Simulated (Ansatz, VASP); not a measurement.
## Tl in VASP and in Ansatz

```
Tl
1.0
    -1.94100    1.94100    1.94100
     1.94100   -1.94100    1.94100
     1.94100    1.94100   -1.94100
Tl
1
Direct
  0.00000 0.00000 0.00000
```

Alike in both runs: task single point; functional PBEsol; k mesh 13 × 13 × 13; occupations fermi-dirac, width 0.05 eV; no spin polarisation.

|  | VASP | Ansatz |
| --- | --- | --- |
| version | VASP 6.6.1 | Ansatz 0.2.0 |
| potentials or method | VASP PAW PBE potentials, release 64 (Tl_d), cutoff 520 eV | all-electron LAPW, scalar-relativistic |

|  | VASP | Ansatz | Ansatz less VASP |
| --- | --- | --- | --- |
| pressure (GPa) | -0.8 | -0.8 | +0.05 |

Ansatz ran all-electron here, so the differences hold the error of VASP's frozen core and of both bases.

Caveats: the PAW data sets were made with another functional, which shifts forces and pressure a little (VASP). The runs have no spin-orbit coupling, so splittings on Tl are missing.
